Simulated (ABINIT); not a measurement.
# WC (Fm-3m) in ABINIT: settings compared

One crystal, WC, is run at these levels: BLYP, AM05, r2SCAN; tasks: single point.

Program: ABINIT 10.8.3 (patched build). These are calculated values, not measurements. Logs are shortened: lines on timing, memory, paths and dates and some standing lists are left out, and cuts for length are marked. The log counts tension as positive stress, the text compression.

## 1. Starting point

The structure is cubic, space group Fm-3m (No. 225). The conventional cell has a = 4.385 Å, b = 4.385 Å, c = 4.385 Å, α = 90.00°, β = 90.00°, γ = 90.00°. W (site symmetry m-3m) has 6 C at 2.19 Å as nearest neighbours. C (site symmetry m-3m) has 6 W at 2.19 Å as nearest neighbours.

Measurements of this composition are mostly on another form, of space group No. 187.

## 2. Single point, BLYP

The input, run.abi:

```
# Pseudopotentials
pp_dirpath "./"
pseudos "W.GGA_PBE-JTH.xml, C.GGA_PBE-JTH.xml"

# Structure
acell 3*1.0
rprim
     0.0000000000     4.1435722378     4.1435722378
     4.1435722378     0.0000000000     4.1435722378
     4.1435722378     4.1435722378     0.0000000000
ntypat 2
znucl 74 6
natom 2
typat 1 2
xred
     0.0000000000     0.0000000000     0.0000000000
     0.5000000000     0.5000000000     0.5000000000

# Plane-wave basis
ecut 23.0
pawecutdg 45.0
pawxcdev 0

# k points
kptopt 1
ngkpt 10 10 10
nshiftk 1
shiftk 0.0 0.0 0.0

# Exchange and correlation
ixc -106131

# Bands and occupations
nband 13
occopt 3
tsmear 0.05 eV

# SCF cycle
nstep 100
tolvrs 1.0e-9

# Output
iomode 3
prtwf 0
prtden 0
prteig 0
prtebands 0
enunit 2
```

Potentials or basis: JTH PAW PBE v2.0.

The run is started by

```
abinit run.abi > log 2>&1
```

run.abo:

```text
.Version 10.8.3 of ABINIT
 Symmetries : space group Fm -3 m (#225); Bravais cF (face-center cubic)
================================================================================
 Values of the parameters that define the memory need of the present run
     intxc =       0    ionmov =       0      iscf =      17    lmnmax =      18
     lnmax =       6     mgfft =      27  mpssoang =       3    mqgrid =    3001
     natom =       2  nloc_mem =       2    nspden =       1   nspinor =       1
    nsppol =       1      nsym =      48    n1xccc =       1    ntypat =       2
    occopt =       3   xclevel =       2
       mpw =         763          nfft =       19683          nkpt =          47
 PAW method is used; the additional fine FFT grid is defined by:
   mgfftf=        36    nfftf =     46656
================================================================================
================================================================================

--------------------------------------------------------------------------------
------------- Echo of variables that govern the present computation ------------
--------------------------------------------------------------------------------
 -outvars: echo values of preprocessed input variables --------
            acell      1.0000000000E+00  1.0000000000E+00  1.0000000000E+00 Bohr
              amu      1.83850000E+02  1.20110000E+01
             ecut      2.30000000E+01 Hartree
           enunit           2
              ixc     -106131
         kptrlatt       10    0    0      0   10    0      0    0   10
          kptrlen      5.85989606E+01
            natom           2
            nband          13
            ngfft          27      27      27
          ngfftdg          36      36      36
             nkpt          47
            nstep         100
             nsym          48
           ntypat           2
           occopt           3
        pawecutdg      4.50000000E+01 Hartree
         pawxcdev           0
           prtden           0
        prtebands           0
           prteig           0
            prtwf           0
            rprim      0.0000000000E+00  4.1435722378E+00  4.1435722378E+00
                       4.1435722378E+00  0.0000000000E+00  4.1435722378E+00
                       4.1435722378E+00  4.1435722378E+00  0.0000000000E+00
          spgroup         225
           tolvrs      1.00000000E-09
           tsmear      1.83746611E-03 Hartree
            typat      1  2
           useylm           1
           xangst      0.0000000000E+00  0.0000000000E+00  0.0000000000E+00
                       2.1926839985E+00  2.1926839985E+00  2.1926839985E+00
            xcart      0.0000000000E+00  0.0000000000E+00  0.0000000000E+00
                       4.1435722378E+00  4.1435722378E+00  4.1435722378E+00
             xred      0.0000000000E+00  0.0000000000E+00  0.0000000000E+00
                       5.0000000000E-01  5.0000000000E-01  5.0000000000E-01
            znucl       74.00000    6.00000

================================================================================

 chkinp: Checking input parameters for consistency.

================================================================================
== DATASET  1 ==================================================================

--- !DatasetInfo
iteration_state: {dtset: 1, }
dimensions: {natom: 2, nkpt: 47, mband: 13, nsppol: 1, nspinor: 1, nspden: 1, mpw: 763, }
cutoff_energies: {ecut:  23.0, pawecutdg:  45.0, }
electrons: {nelect:   1.80000000E+01, charge:   0.00000000E+00, occopt:   3.00000000E+00, tsmear:   1.83746611E-03, }
meta: {optdriver: 0, ionmov: 0, optcell: 0, iscf: 17, paral_kgb: 0, }
...

 Real(R)+Recip(G) space primitive vectors, cartesian coordinates (Bohr,Bohr^-1):
 R(1)=  0.0000000  4.1435722  4.1435722  G(1)= -0.1206688  0.1206688  0.1206688
 R(2)=  4.1435722  0.0000000  4.1435722  G(2)=  0.1206688 -0.1206688  0.1206688
 R(3)=  4.1435722  4.1435722  0.0000000  G(3)=  0.1206688  0.1206688 -0.1206688
 Unit cell volume ucvol=  1.4228357E+02 bohr^3
 Angles (23,13,12)=  6.00000000E+01  6.00000000E+01  6.00000000E+01 degrees

 Coarse grid specifications (used for wave-functions):

 getcut: wavevector=  0.0000  0.0000  0.0000  ngfft=  27  27  27
         ecut(hartree)=     23.000   => boxcut(ratio)=   2.05824

 Fine grid specifications (used for densities):

 getcut: wavevector=  0.0000  0.0000  0.0000  ngfft=  36  36  36
         ecut(hartree)=     45.000   => boxcut(ratio)=   2.03442

--- Pseudopotential description ------------------------------------------------
- pspini: atom type   1  psp file is ./W.GGA_PBE-JTH.xml
 Pseudopotential format is: paw10
 basis_size (lnmax)=  6 (lmn_size= 18), orbitals=   0   0   1   1   2   2
 Spheres core radius: rc_sph= 2.41188978
 Shapefunction is BESSEL type: shapef(r,l)=aa(1,l)*jl(q(1,l)*r)+aa(2,l)*jl(q(2,l)*r)
[... 52 lines left out ...]
comment   : Summary of ground state results
lattice_vectors:
- [  0.0000000,   4.1435722,   4.1435722, ]
- [  4.1435722,   0.0000000,   4.1435722, ]
- [  4.1435722,   4.1435722,   0.0000000, ]
lattice_lengths: [   5.85990,    5.85990,    5.85990, ]
lattice_angles: [ 60.000,  60.000,  60.000, ] # degrees, (23, 13, 12)
lattice_volume:   1.4228357E+02
convergence: {deltae: -3.993E-12, res2:  2.071E-10, residm:  6.044E-07, diffor: null, }
etotal    :  -7.46562163E+01
entropy   :   0.00000000E+00
fermie    :   4.34056910E-01
cartesian_stress_tensor: # hartree/bohr^3
- [ -3.99425239E-04,   0.00000000E+00,   0.00000000E+00, ]
- [  0.00000000E+00,  -3.99425239E-04,   0.00000000E+00, ]
- [  0.00000000E+00,   0.00000000E+00,  -3.99425239E-04, ]
pressure_GPa:   1.1751E+01
xred      :
- [  0.0000E+00,   0.0000E+00,   0.0000E+00,  W]
- [  5.0000E-01,   5.0000E-01,   5.0000E-01,  C]
cartesian_forces: # hartree/bohr
- [ -0.00000000E+00,  -0.00000000E+00,  -0.00000000E+00, ]
- [ -0.00000000E+00,  -0.00000000E+00,  -0.00000000E+00, ]
force_length_stats: {min:   0.00000000E+00, max:   0.00000000E+00, mean:   0.00000000E+00, }
...

 Integrated electronic density in atomic spheres:
 ------------------------------------------------
 Atom  Sphere_radius  Integrated_density
    1        2.41189         11.80502834
    2        1.50737          2.53707771

================================================================================

 ----iterations are completed or convergence reached----

 Mean square residual over all n,k,spin=   18.306E-10; max=  60.437E-08
 reduced coordinates (array xred) for    2 atoms
       0.000000000000      0.000000000000      0.000000000000
       0.500000000000      0.500000000000      0.500000000000
 rms dE/dt=  0.0000E+00; max dE/dt=  0.0000E+00; dE/dt below (all hartree)
    1       0.000000000000      0.000000000000      0.000000000000
    2       0.000000000000      0.000000000000      0.000000000000

 cartesian coordinates (angstrom) at end:
    1      0.00000000000000     0.00000000000000     0.00000000000000
    2      2.19268399848656     2.19268399848656     2.19268399848656

 cartesian forces (hartree/bohr) at end:
    1     -0.00000000000000    -0.00000000000000    -0.00000000000000
    2     -0.00000000000000    -0.00000000000000    -0.00000000000000
 frms,max,avg= 0.0000000E+00 0.0000000E+00   0.000E+00  0.000E+00  0.000E+00 h/b

 cartesian forces (eV/Angstrom) at end:
    1     -0.00000000000000    -0.00000000000000    -0.00000000000000
    2     -0.00000000000000    -0.00000000000000    -0.00000000000000
 frms,max,avg= 0.0000000E+00 0.0000000E+00   0.000E+00  0.000E+00  0.000E+00 e/A
 length scales=  1.000000000000  1.000000000000  1.000000000000 bohr
              =  0.529177210544  0.529177210544  0.529177210544 angstroms
 Fermi (or HOMO) energy (hartree) =   0.43406   Average Vxc (hartree)=  -0.46867
 Eigenvalues (hartree) for nkpt=  47  k points:
 kpt#   1, nband= 13, wtk=  0.00100, kpt=  0.0000  0.0000  0.0000 (reduced coord)
  -2.34236   -1.01917   -1.01917   -1.01917   -0.14253    0.33333    0.33333    0.33333
   0.39323    0.39323    0.39323    0.39766    0.39766
      occupation numbers for kpt#   1
   2.00000    2.00000    2.00000    2.00000    2.00000    2.00000    2.00000    2.00000
   2.00000    2.00000    2.00000    2.00000    2.00000
 prteigrs : prtvol=0 or 1, do not print more k-points.

 Fermi (or HOMO) energy (eV) =  11.81129   Average Vxc (eV)= -12.75326
 Eigenvalues (   eV  ) for nkpt=  47  k points:
 kpt#   1, nband= 13, wtk=  0.00100, kpt=  0.0000  0.0000  0.0000 (reduced coord)
 -63.73889  -27.73304  -27.73304  -27.73304   -3.87843    9.07028    9.07028    9.07028
  10.70047   10.70047   10.70047   10.82075   10.82075
 prteigrs : prtvol=0 or 1, do not print more k-points.

--- !EnergyTerms
iteration_state     : {dtset: 1, }
comment             : Components of total free energy in Hartree
kinetic             :  1.02660412880821E+01
hartree             :  1.06807975769920E+01
xc                  : -9.70210918752769E+00
Ewald energy        : -6.60083123949537E+01
psp_core            :  6.50842939588279E+00
local_psp           : -3.06094427881388E+01
PAW spherical_terms :  4.20861897745003E+00
internal            : -7.46559771322133E+01
'-kT*entropy'       : -2.35852168092973E-04
total_energy        : -7.46562129843814E+01
total_energy_eV     : -2.03149904718022E+03
...

--- !EnergyTermsDC
iteration_state     : {dtset: 1, }
comment             : '"Double-counting" decomposition of free energy'
band_energy         : -8.89024814566760E+00
Ewald energy        : -6.60083123949537E+01
psp_core            :  6.50842939588279E+00
xc_dc               : -1.40651708521230E+01
PAW spherical_terms :  7.79932154565294E+00
internal            : -7.46559804512086E+01
'-kT*entropy'       : -2.35852168092973E-04
total_energy_dc     : -7.46562163033767E+01
total_energy_dc_eV  : -2.03149913749469E+03
...

--- !EnergyTermsWithPAWCore
iteration_state     : {dtset: 1, }
comment             : 'Components of total free energy, including PAW core contributions'
Total energy        : -1.61819082428796E+04
Total energy DC     : -1.61819082461986E+04
Total energy (eV)   : -4.40332155394021E+05
Total energy DC (eV): -4.40332155484335E+05
...

 Cartesian components of stress tensor (hartree/bohr^3)
  sigma(1 1)= -3.99425239E-04  sigma(3 2)=  0.00000000E+00
  sigma(2 2)= -3.99425239E-04  sigma(3 1)=  0.00000000E+00
  sigma(3 3)= -3.99425239E-04  sigma(2 1)=  0.00000000E+00

-Cartesian components of stress tensor (GPa)         [Pressure=  1.1751E+01 GPa]
- sigma(1 1)= -1.17514963E+01  sigma(3 2)=  0.00000000E+00
- sigma(2 2)= -1.17514963E+01  sigma(3 1)=  0.00000000E+00
- sigma(3 3)= -1.17514963E+01  sigma(2 1)=  0.00000000E+00

== END DATASET(S) ==============================================================
================================================================================

 -outvars: echo values of variables after computation  --------
            acell      1.0000000000E+00  1.0000000000E+00  1.0000000000E+00 Bohr
           etotal     -7.4656216303E+01
            fcart     -0.0000000000E+00 -0.0000000000E+00 -0.0000000000E+00
                      -0.0000000000E+00 -0.0000000000E+00 -0.0000000000E+00
            rprim      0.0000000000E+00  4.1435722378E+00  4.1435722378E+00
                       4.1435722378E+00  0.0000000000E+00  4.1435722378E+00
                       4.1435722378E+00  4.1435722378E+00  0.0000000000E+00
           strten     -3.9942523923E-04 -3.9942523923E-04 -3.9942523923E-04
                       0.0000000000E+00  0.0000000000E+00  0.0000000000E+00
           xangst      0.0000000000E+00  0.0000000000E+00  0.0000000000E+00
                       2.1926839985E+00  2.1926839985E+00  2.1926839985E+00
             xred      0.0000000000E+00  0.0000000000E+00  0.0000000000E+00
                       5.0000000000E-01  5.0000000000E-01  5.0000000000E-01
 Calculation completed.
```

Wall time 30 s (1 thread of Arm Neoverse V1, shared host); peak memory 0.11 GiB.

Results:

| Property | Result |
| --- | --- |
| Free energy | -2031.4991 eV |
| Pressure | 11.8 GPa |
| Band gap on the k mesh | none (metal or under the smearing width) |
| Valence electrons inside the program's atomic spheres | W 11.80; C 2.54 |

Caveat: the highest band is partly filled, so the run has too few bands; the PAW data sets were made with another functional, which shifts forces and pressure a little. The run has no spin-orbit coupling, so splittings on W are missing.

## 3. Single point, AM05

Edit run.abi of step 2 so:

```diff
@@ -30,3 +30,3 @@
 # Exchange and correlation
-ixc -106131
+ixc -120135
```

Potentials or basis: JTH PAW PBE v2.0.

The run is started by

```
abinit run.abi > log 2>&1
```

run.abo:

```text
.Version 10.8.3 of ABINIT
 Symmetries : space group Fm -3 m (#225); Bravais cF (face-center cubic)
================================================================================
 Values of the parameters that define the memory need of the present run
     intxc =       0    ionmov =       0      iscf =      17    lmnmax =      18
     lnmax =       6     mgfft =      27  mpssoang =       3    mqgrid =    3001
     natom =       2  nloc_mem =       2    nspden =       1   nspinor =       1
    nsppol =       1      nsym =      48    n1xccc =       1    ntypat =       2
    occopt =       3   xclevel =       2
       mpw =         763          nfft =       19683          nkpt =          47
 PAW method is used; the additional fine FFT grid is defined by:
   mgfftf=        36    nfftf =     46656
================================================================================
================================================================================

--------------------------------------------------------------------------------
------------- Echo of variables that govern the present computation ------------
--------------------------------------------------------------------------------
 -outvars: echo values of preprocessed input variables --------
            acell      1.0000000000E+00  1.0000000000E+00  1.0000000000E+00 Bohr
              amu      1.83850000E+02  1.20110000E+01
             ecut      2.30000000E+01 Hartree
           enunit           2
              ixc     -120135
         kptrlatt       10    0    0      0   10    0      0    0   10
          kptrlen      5.85989606E+01
[... 220 lines left out ...]
PAW spherical_terms :  7.77889936205394E+00
internal            : -7.47988610478935E+01
'-kT*entropy'       : -2.32520084386139E-04
total_energy_dc     : -7.47990935679779E+01
total_energy_dc_eV  : -2.03538702592752E+03
...

--- !EnergyTermsWithPAWCore
iteration_state     : {dtset: 1, }
comment             : 'Components of total free energy, including PAW core contributions'
Total energy        : -1.61718265770411E+04
Total energy DC     : -1.61718265719460E+04
Total energy (eV)   : -4.40057819290887E+05
Total energy DC (eV): -4.40057819152243E+05
...

 Cartesian components of stress tensor (hartree/bohr^3)
  sigma(1 1)=  4.02223557E-04  sigma(3 2)=  0.00000000E+00
  sigma(2 2)=  4.02223557E-04  sigma(3 1)=  0.00000000E+00
  sigma(3 3)=  4.02223557E-04  sigma(2 1)=  0.00000000E+00

-Cartesian components of stress tensor (GPa)         [Pressure= -1.1834E+01 GPa]
- sigma(1 1)=  1.18338256E+01  sigma(3 2)=  0.00000000E+00
- sigma(2 2)=  1.18338256E+01  sigma(3 1)=  0.00000000E+00
- sigma(3 3)=  1.18338256E+01  sigma(2 1)=  0.00000000E+00

== END DATASET(S) ==============================================================
================================================================================

 -outvars: echo values of variables after computation  --------
            acell      1.0000000000E+00  1.0000000000E+00  1.0000000000E+00 Bohr
           etotal     -7.4799093568E+01
            fcart     -0.0000000000E+00 -0.0000000000E+00 -0.0000000000E+00
                      -0.0000000000E+00 -0.0000000000E+00 -0.0000000000E+00
            rprim      0.0000000000E+00  4.1435722378E+00  4.1435722378E+00
                       4.1435722378E+00  0.0000000000E+00  4.1435722378E+00
                       4.1435722378E+00  4.1435722378E+00  0.0000000000E+00
           strten      4.0222355692E-04  4.0222355692E-04  4.0222355692E-04
                       0.0000000000E+00  0.0000000000E+00  0.0000000000E+00
           xangst      0.0000000000E+00  0.0000000000E+00  0.0000000000E+00
                       2.1926839985E+00  2.1926839985E+00  2.1926839985E+00
             xred      0.0000000000E+00  0.0000000000E+00  0.0000000000E+00
                       5.0000000000E-01  5.0000000000E-01  5.0000000000E-01
 Calculation completed.
```

Run time: 34 s. Hardware: 1 thread of Arm Neoverse V1, shared host; peak memory 0.11 GiB.

What came out:

```
Free energy                                           : -2035.3870 eV
Pressure                                              : -11.8 GPa
Band gap on the k mesh                                : none (metal or under the smearing width)
Valence electrons inside the program's atomic spheres : W 11.79; C 2.47
```

Levels at points of the mesh, in eV from the Fermi level:
```tsv
k point	band 7	band 8	band 9	band 10	band 11	band 12
(0.00, 0.00, 0.00)	-2.82	-2.82	-1.06	-1.06	-1.06	-1.03
(0.50, 0.00, 0.00)	-6.62	-6.62	0.99	0.99	2.28	4.84
(0.50, 0.50, 0.00)	-5.67	-2.52	-2.52	0.80	2.23	2.23
```

Caveat: the highest band is partly filled, so the run has too few bands; the PAW data sets were made with another functional, which shifts forces and pressure a little. Spin-orbit coupling is left out, which matters for the levels of W.

## 4. Single point, r2SCAN

Edit run.abi of step 3 so:

```diff
@@ -21,3 +21,2 @@
 pawecutdg 45.0
-pawxcdev 0
 
@@ -30,3 +29,5 @@
 # Exchange and correlation
-ixc -120135
+ixc -497498
+usekden 1
+pawxcdev 0
 
@@ -39,3 +40,3 @@
 nstep 100
-tolvrs 1.0e-9
+tolvrs 1.0e-7
```

The run is started by

```
abinit run.abi > log 2>&1
```

It took 90 s on 1 thread of Arm Neoverse V1, shared host; peak memory 0.12 GiB.

The run converged. Its results:

```
Free energy                                           : -864.7713 eV
Pressure                                              : -3.1 GPa
Band gap on the k mesh                                : none (metal or under the smearing width)
Valence electrons inside the program's atomic spheres : W 11.79; C 2.50
```

Levels at points of the mesh, in eV from the Fermi level:
```csv
k point,band 5,band 6,band 7,band 8,band 9,band 10,band 11,band 12,band 13
"(0.00, 0.00, 0.00)",-16.75,-2.89,-2.89,-2.89,-1.20,-1.20,-1.20,-1.08,-1.08
"(0.50, 0.00, 0.00)",-12.11,-10.22,-6.98,-6.98,1.02,1.02,2.42,5.32,9.10
"(0.50, 0.50, 0.00)",-14.53,-5.94,-5.93,-2.74,-2.74,0.79,2.27,2.27,5.65
```

Caveat: the highest band is partly filled, so the run has too few bands; totals of a meta-GGA on PAW files have another zero than those of a GGA; the PAW data sets were made with another functional, which shifts forces and pressure a little.

## 5. Overview

```csv
level,gap on the mesh (eV),pressure (GPa)
BLYP,none,11.8
AM05,none,-11.8
r2SCAN,none,-3.1
```

Alike in all rows: task single point; potentials or basis JTH PAW PBE v2.0; no spin polarisation; cell as given; k mesh 10 × 10 × 10; cutoff (eV) 626; smearing fermi-dirac 0.05 eV.

Every run on the cell as given and a fine mesh finds a metal. The pressure there spans -11.8 GPa (AM05) to 11.8 GPa (BLYP); a positive pressure means that this level wants a larger cell, a negative one a smaller.

Caveats: the highest band is partly filled, so the run has too few bands; the PAW data sets were made with another functional, which shifts forces and pressure a little; totals of a meta-GGA on PAW files have another zero than those of a GGA (some runs).

Absolute energies hang on the potentials; compare differences alone.
